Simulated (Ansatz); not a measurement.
# Sb: one input, then a changed one

The cell is the one relaxed in the Materials Project (mp-7761), not relaxed further here; entries there can be hypothetical. The listed cell was then made from it by scaling, straining or moving an atom.

First run: DFT, r2SCAN, PAW with Ansatz's default frozen-core files, scalar-relativistic (Ansatz 0.2.0).

Command: `ansatz run input.yaml --threads 1 --pin off --max-ram 2048MiB --backend cpu --events-out ev --progress --plain --runs-dir out` The run took about 3 s on 1 thread of a shared machine.

```yaml
crystal:
  lattice:
    - [-1.8620537774, 1.8620537774, 1.8900542952]
    - [1.8620537774, -1.8620537774, 1.8900542952]
    - [1.8620537774, 1.8620537774, -1.8900542952]
  atoms:
    - { symbol: Sb, position: [0.0, 0.0, 0.0] }
kpoints:
  mp_grid: { grid: [12, 12, 12] }
scf:
  occupations: { method: fermi_dirac, width: 0.08 }
hamiltonian:
  xc: r2scan
  pseudopotentials: { kind: paw }
output:
  forces: true
  stress: true
  eigenvalues: true
  efg: { contact_densities: true }
```

Result: converged; pressure 1.92 GPa; 6 SCF iterations.

Spin–orbit coupling is left out, though it moves levels of the heavy atoms by tenths of an eV or more.

The input is then changed:

```diff
@@ -7,7 +7,8 @@
     - { symbol: Sb, position: [0.0, 0.0, 0.0] }
 kpoints:
-  mp_grid: { grid: [12, 12, 12] }
+  mp_grid: { grid: [12, 12, 12], shift: [0.5, 0.5, 0.5] }
 scf:
   occupations: { method: fermi_dirac, width: 0.08 }
+  lower_state_search: full
 hamiltonian:
   xc: r2scan
```

Q: What does the second run give?

A: It converged; energy at zero smearing +22.9 meV/atom from the first run; pressure 2.01 GPa; 9 SCF iterations.

The results part of its log:

```
SCF 2 converged in 2 iterations: F = -6498.759109 eV  dr2 = 6.80e-9
an SCF from the run's close, with 15 of the crystal's symmetry operations given up (864 k-points in place of 159), reached no lower state that the run goes on to. This is no proof of a minimum
SCF converged after 7 iterations
Free energy (F): -6498.759109 eV
Harris-Foulkes:  -6498.759109 eV  (|F-HF|=1.62e-8)
Internal energy: -6498.744963 eV  (E = F + TS)
E sigma→0 (E₀):  -6498.752036 eV
Entropy (-TS):   -0.014146 eV (-14.146 meV/atom)
Fermi energy:    11.968098 eV
--- Per-component energies (eV) ---
  E_band       = -148.764731
  E_kinetic    = 206.244320
  E_local      = -1412.281426  (includes V_loc(G=0)·N_el)
  E_nonlocal   = 362.452128
  E_hartree    = 648.076691
  E_xc         = -127.390005
  E_vxc        = -102.970850  (∫ρ·V_xc dr)
  E_paw        = -4601.174447  (= ΣΔE_a)
  E_vpaw       = -505.354949  (= ΣTr[D̂ρ^β])
  E_aug_tail   = -0.000001  (compensation charges beyond the density's cutoff)
  E_vtau       = 6.994958  (kinetic-family band-sum trace: ∫τ·v_τ [+ j·A + Jᵃ·Aᵃ] dr)
  E_ewald      = -1575.178260
  E_core_change = 0.506037  (= ΣΔE_core)
  E_smearing   = -0.014146  (= −TS)
  E_closure    = 0.000000  (closes the sum)
  Σ components = -6498.759109   (vs F -6498.759109, Δ=0.00e0)
--- Forces (eV/Å), atoms counted from 1 ---
  atom   1  Sb     0.00000000     0.00000000     0.00000000
  max |Σ_I F_I| component: 3.08e-33 eV/Å
--- Stress (GPa, compression-positive) ---
        2.169013       0.000000       0.000000
        0.000000       2.169013       0.000000
        0.000000       0.000000       1.684022
  P = ⅓ Tr σ = 2.0073 GPa (20.073 kbar)
--- PAW observables at the nuclei: V_zz in 10²¹ V/m², potentials from the cell's mean, atoms counted from 1 ---
  atom   1  Sb V_zz =    -0.508078   η = 0.0000   by run symmetry: allowed
            electrostatic potential = -8412.366861 V   contact ρ = 1349295.696280 e/Å³
--- Band table (eV; the first three rows and the last of 159) ---
  k-point 0: bands = ["-18.1424", "-18.1417", "-18.1258", "-18.0611", "-18.0557", "-1.4630", "16.2775", "17.4731", "17.5009", "22.3864", "22.4583", "24.6279"]
  k-point 1: bands = ["-18.1472", "-18.1348", "-18.1001", "-18.0615", "-18.0602", "-0.9863", "14.1965", "16.1012", "16.9132", "21.6759", "21.7061", "24.3539"]
  k-point 2: bands = ["-18.1536", "-18.1254", "-18.0681", "-18.0633", "-18.0622", "-0.1996", "11.7072", "14.8058", "16.2585", "20.8666", "21.0928", "24.6010"]
  k-point 158: bands = ["-18.1446", "-18.1410", "-18.0176", "-18.0137", "-18.0131", "6.1906", "9.6092", "9.8032", "9.8927", "15.3383", "15.8617", "29.7716"]
```
